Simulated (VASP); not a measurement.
# InP (Fm-3m) in VASP: a series of runs

One crystal, InP, is run at these levels: PBEsol; tasks: single point.

All numbers are computed with VASP 6.6.1; they aren't measurements. Logs are shortened: lines on timing, memory, paths and dates and some standing lists are left out, and cuts for length are marked.

**1. The crystal as given**

The structure is cubic, space group Fm-3m (No. 225). The conventional cell has a = 5.538 Å, b = 5.538 Å, c = 5.538 Å, α = 90.00°, β = 90.00°, γ = 90.00°. In (site symmetry m-3m) has 6 P at 2.77 Å as nearest neighbours. P (site symmetry m-3m) has 6 In at 2.77 Å as nearest neighbours.

Measurements of this composition are mostly on another form, of space group No. 216.

**2. Single point, PBEsol**

File INCAR:

```
SYSTEM = InP
PREC = Accurate ; ENCUT = 600
EDIFF = 1E-6 ; ISMEAR = 0
SIGMA = 0.05 ; LREAL = .FALSE.
LASPH = .TRUE. ; NELM = 100
ALGO = Normal ; ISIF = 2
LWAVE = .FALSE. ; LCHARG = .FALSE.
GGA = PS ; ADDGRID = .FALSE.
```

File KPOINTS:

```
regular mesh
0
G
  3 3 3
  0 0 0
```

File POSCAR:

```
InP
1.0
    0.0000000000      2.7688340000      2.7688340000
    2.7688340000      0.0000000000      2.7688340000
    2.7688340000      2.7688340000      0.0000000000
In P
1 1
Direct
    0.0000000000      0.0000000000      0.0000000000
    0.5000000000      0.5000000000      0.5000000000
```

Potentials or basis: VASP PAW PBE potentials, release 64 (In_d, P).

Command:

```sh
cat potpaw_PBE.64/In_d/POTCAR potpaw_PBE.64/P/POTCAR > POTCAR
mpirun -np 1 vasp_std > vasp.out
```

OUTCAR:

```text
SYSTEM = InP
   PREC = Accurate
   ENCUT = 600
   EDIFF = 1E-6
   ISMEAR = 0
   LREAL = .FALSE.
   LASPH = .TRUE.
   NELM = 100
   ISIF = 2
   GGA = PS

 Found      4 irreducible k-points:

 Following reciprocal coordinates:
            Coordinates               Weight
  0.000000  0.000000  0.000000      1.000000
  0.333333  0.000000  0.000000      8.000000
  0.333333  0.333333  0.000000      6.000000
 -0.333333  0.333333  0.000000     12.000000
   k-points           NKPTS =      4   k-points in BZ     NKDIM =      4   number of bands    NBANDS=     13
   number of dos      NEDOS =    301   number of ions     NIONS =      2
   total plane-waves  NPLWV =  32768
   dimension x,y,z NGX =    32 NGY =   32 NGZ =   32
   dimension x,y,z NGXF=    64 NGYF=   64 NGZF=   64
   ions per type =               1   1
   NGX,Y,Z   is equivalent  to a cutoff of  13.59, 13.59, 13.59 a.u.
   NGXF,Y,Z  is equivalent  to a cutoff of  27.17, 27.17, 27.17 a.u.
 SYSTEM =  InP
   PREC   = accura    normal or accurate (medium, high low for compatibility)
   ISTART =      0    job   : 0-new  1-cont  2-samecut
   ICHARG =      2    charge: 1-file 2-atom 10-const
   ISPIN  =      1    spin polarized calculation?
   LNONCOLLINEAR =      F non collinear calculations
   LSORBIT =      F    spin-orbit coupling
   LASPH  =      T    aspherical Exc in radial PAW
   ENCUT  =  600.0 eV  44.10 Ry    6.64 a.u.   7.82  7.82  7.82*2*pi/ulx,y,z
   NELM   =    100;   NELMIN=  2; NELMDL= -5     # of ELM steps
   EDIFF  = 0.1E-05   stopping-criterion for ELM
   LREAL  =      F    real-space projection
   EDIFFG = 0.1E-04   stopping-criterion for IOM
   NSW    =      0    number of steps for IOM
   IBRION =     -1    ionic relax: 0-MD 1-quasi-New 2-CG
   NFREE  =      0    steps in history (QN), initial steepest desc. (CG)
   ISIF   =      2    stress and relaxation
   ISYM   =      2    0-nonsym 1-usesym 2-fastsym
   POTIM  = 0.5000    time-step for ionic-motion
   TEBEG  =    0.0;   TEEND  =   0.0 temperature during run
   PSTRESS=    0.0 pullay stress
   NELECT =      18.0000    total number of electrons
   NUPDOWN=      -1.0000    fix difference up-down
   EMIN   =  10.00;   EMAX   =-10.00  energy-range for DOS
   EFERMI =   0.00;   METHOD = LEGACY
   ISMEAR =     0;   SIGMA  =   0.05  broadening in eV -4-tet -1-fermi 0-gaus
   EFERMI_NEDOS =   21; number of points for ismear=-14 and -15
   IALGO  =     38    algorithm
   IMIX   =      4    mixing-type and parameters
     AMIX     =   0.40;   BMIX     =  1.00
     AMIX_MAG =   1.60;   BMIX_MAG =  1.00
  volume/ion in A,a.u.               =      21.23       143.25
  Fermi-wavevector in a.u.,A,eV,Ry     =   1.229869  2.324115 20.579860  1.512577
  Thomas-Fermi vector in A             =   2.364739
   LORBIT       =      0    0 simple, 1 ext, 2 COOP (PROOUT), +10 PAW based schemes
   GGA     = PS    functional components
   LHFCALC =     F    Hartree Fock is set to
   AEXX    =    0.0000 exact exchange contribution
   IVDW    =     0    specifies the selected vdW correction
   LEPSILON=     F    determine dielectric tensor
   LRPA    =     F    only Hartree local field effects (RPA)
 non-spin polarized calculation
 Gauss-broadening in eV      SIGMA  =   0.05
  energy-cutoff  :      600.00
  volume of cell :       42.45
 maximum number of plane-waves:      1430
   NGX = 15   NGY = 15   NGZ = 15

 number of electron      17.9999998 magnetization

 Free energy of the ion-electron system (eV)
  ---------------------------------------------------
  ext. energy  EPLUGINS =         0.00000000
  ---------------------------------------------------
  free energy    TOTEN  =        -8.17052854 eV

  energy without entropy =       -8.15463927  energy(sigma->0) =       -8.16258391

 E-fermi :   6.9763     XC(G=0): -10.5262

 val. band max:        6.9650675803   @ k =   0.3333   0.0000   0.0000
 cond. band min:       7.4462433661   @ k =   0.0000   0.0000   0.0000
 fundamental gap:      0.4811757857
 Fermi energy:         6.9763331457

 k-point     1 :       0.0000    0.0000    0.0000
  band No.  band energies     occupation
      1      -7.1678      2.00000
      2      -7.1678      2.00000
      3      -7.1522      2.00000
      4      -7.1522      2.00000
      5      -7.1522      2.00000
      6      -5.0604      2.00000
      7       6.7022      2.00000
      8       6.7022      2.00000
      9       6.7022      2.00000
     10       7.4462      0.00000
     11      14.0099      0.00000
     12      14.0099      0.00000
     13      14.0099      0.00000

 k-point     2 :       0.3333    0.0000    0.0000
  band No.  band energies     occupation
      1      -7.2151      2.00000
      2      -7.2151      2.00000
      3      -7.1599      2.00000
      4      -7.0890      2.00000
      5      -7.0890      2.00000
      6      -3.7615      2.00000
      7       1.6734      2.00000
      8       6.9651      1.25000
      9       6.9651      1.25000
     10       9.5987      0.00000
     11      11.0834      0.00000
     12      11.0834      0.00000
     13      12.2165      0.00000

 k-point     3 :       0.3333    0.3333    0.0000
  band No.  band energies     occupation
      1      -7.3884      2.00000
      2      -7.1946      2.00000
      3      -7.1315      2.00000
      4      -7.0672      2.00000
      5      -7.0672      2.00000
      6      -3.1438      2.00000
      7       3.0811      2.00000
      8       5.0593      2.00000
      9       5.0593      2.00000
     10       6.0410      2.00000
     11      11.1590      0.00000
     12      14.8755      0.00000
     13      15.4182      0.00000

 k-point     4 :      -0.3333    0.3333    0.0000
  band No.  band energies     occupation
      1      -7.3598      2.00000
      2      -7.1802      2.00000
      3      -7.1429      2.00000
      4      -7.0959      2.00000
      5      -7.0623      2.00000
      6      -2.1369      2.00000
      7       1.4236      2.00000
      8       2.9681      2.00000
      9       5.7695      2.00000
     10       7.7498      0.00000
     11      12.7728      0.00000
     12      12.8510      0.00000
     13      14.5946      0.00000

------------------------ aborting loop because EDIFF is reached ----------------------------------------

  FORCE on cell =-STRESS in cart. coord.  units (eV):
  Direction    XX          YY          ZZ          XY          YZ          ZX
  --------------------------------------------------------------------------------------
  -------------------------------------------------------------------------------------
  Total       -0.4070366     -0.4070366     -0.4070366     -0.0000000     -0.0000000      0.0000000
  in kB      -15.3611343    -15.3611343    -15.3611343     -0.0000000     -0.0000000      0.0000000
  external PRESSURE =     -15.3611343 kB  Pullay stress =       0.0000000 kB

 VOLUME and BASIS-vectors are now :
 -----------------------------------------------------------------------------
  energy-cutoff  :      600.00
  volume of cell :       42.45
      direct lattice vectors                 reciprocal lattice vectors
     0.000000000  2.768834000  2.768834000    -0.180581429  0.180581429  0.180581429
     2.768834000  0.000000000  2.768834000     0.180581429 -0.180581429  0.180581429
     2.768834000  2.768834000  0.000000000     0.180581429  0.180581429 -0.180581429

 POSITION                                       TOTAL-FORCE (eV/Angst)
 -----------------------------------------------------------------------------------
      0.00000      0.00000      0.00000         0.000000      0.000000      0.000000
      2.76883      2.76883      2.76883        -0.000000     -0.000000     -0.000000
 -----------------------------------------------------------------------------------
    total drift:                                0.000000     -0.000000     -0.000000

  FREE ENERGIE OF THE ION-ELECTRON SYSTEM (eV)
  ---------------------------------------------------
  free  energy   TOTEN  =        -8.1705285434 eV

  energy  without entropy=       -8.1546392677  energy(sigma->0) =       -8.16258391
```

Run time: 6 s. Hardware: 1 thread of Intel Xeon Platinum 8488C (Sapphire Rapids), shared host; peak memory 0.16 GiB.

These settings aren't checked as converged: the numbers below hold their error.

What came out:

```yaml
Free_energy: -8.1705 eV
Pressure: -1.5 GPa
Band_gap_on_the_k_mesh: none (metal or under the smearing width)
```

Caveat: the k mesh is coarse (spacing up to 0.66 Å⁻¹), so the values aren't converged; the PAW data sets were made with another functional, which shifts forces and pressure a little.

**3. Single point, PBEsol**

Edit INCAR of step 2 so:

```diff
@@ -1,3 +1,3 @@
 SYSTEM = InP
-PREC = Accurate ; ENCUT = 600
+PREC = Accurate ; ENCUT = 350
 EDIFF = 1E-6 ; ISMEAR = 0
```

File KPOINTS:

```
regular mesh
0
G
  4 4 4
  0 0 0
```

POSCAR is that of step 2.

Potentials or basis: VASP PAW PBE potentials, release 64 (In_d, P).

Command:

```sh
cat potpaw_PBE.64/In_d/POTCAR potpaw_PBE.64/P/POTCAR > POTCAR
mpirun -np 1 vasp_std > vasp.out
```

Run time: 4.1 s. Hardware: 1 thread of Intel Xeon Platinum 8488C (Sapphire Rapids), shared host; peak memory 0.12 GiB.

These settings aren't checked as converged: the numbers below hold their error.

Results:

```
Free energy            : -8.4925 eV
Pressure               : -3.5 GPa
Band gap on the k mesh : none (metal or under the smearing width)
```

Caveat: the k mesh is coarse (spacing up to 0.49 Å⁻¹), so the values aren't converged; the PAW data sets were made with another functional, which shifts forces and pressure a little.
